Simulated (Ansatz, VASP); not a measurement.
**Ti: VASP beside Ansatz**

```xyz
1
Lattice="-1.5754 1.5754 1.5754 1.5754 -1.5754 1.5754 1.5754 1.5754 -1.5754" Properties=species:S:1:pos:R:3 pbc="T T T"
Ti    0.0000    0.0000    0.0000
```

Change from the starting cell: strain -0.040 along x and y, -0.040 along z, atoms carried along.

Alike in both runs: task single point; functional r2SCAN; k mesh 20 × 20 × 20; occupations gaussian, width 0.15 eV; no spin polarisation.

|  | VASP | Ansatz |
| --- | --- | --- |
| version | VASP 6.6.1 | Ansatz 0.2.0 |
| potentials or method | VASP PAW PBE potentials, release 64 (Ti_sv) | scalar-relativistic, plane waves, PAW |
| plane-wave cutoff (eV) | 520 | 500 |
| valence electrons in the cell | 12 | 12 |

|  | VASP | Ansatz | Ansatz less VASP |
| --- | --- | --- | --- |
| gap on the k mesh at the Fermi level (eV) | none | none | - |
| pressure (GPa) | 12.8 | 12.4 | -0.43 |

A gap of «none» marks a metal or a gap that the smearing closes. The functional is the same, so the differences come from potentials, cutoffs and numerics.

Caveats: the PAW data sets were made with another functional, which shifts forces and pressure a little (VASP).
